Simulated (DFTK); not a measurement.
HfC in DFTK: the effect of target pressure

Crystal: HfC.

```
Hf C
1.0
     0.00000    2.32500    2.32500
     2.32500    0.00000    2.32500
     2.32500    2.32500    0.00000
Hf C
1 1
Cartesian
  2.3250 2.3250 2.3250
  0.0000 0.0000 0.0000
```

Alike in all runs:

```yaml
Program: DFTK 0.8.2
Task: relaxation of cell and atoms
Functional: PBE
Potentials_or_basis: dojo.nc.sr.pbe.v0_4_1.standard.upf (PBE)
Cutoff: 1279 eV
k_mesh: 7 × 7 × 7
Occupations: fermi-dirac, width 0.05 eV
Spin: no spin polarisation
```

Each run relaxes the cell or the atoms first.

```csv
target pressure,relaxed volume (Å³/atom)
0 GPa,12.59
5 GPa,12.34
10 GPa,?
20 GPa,11.71
30 GPa,11.36
```

Question: What does the run with target pressure 10 GPa give?

Answer: Relaxed volume 12.11 Å³/atom.

Worked out: In Murnaghan's law V^(-B') rises as a straight line in P. The other rows fit best with B' = 3.6, V0 = 12.59 Å³/atom and B0 = 241 GPa, which gives 12.11 Å³/atom at 10 GPa, against the run's 12.11.
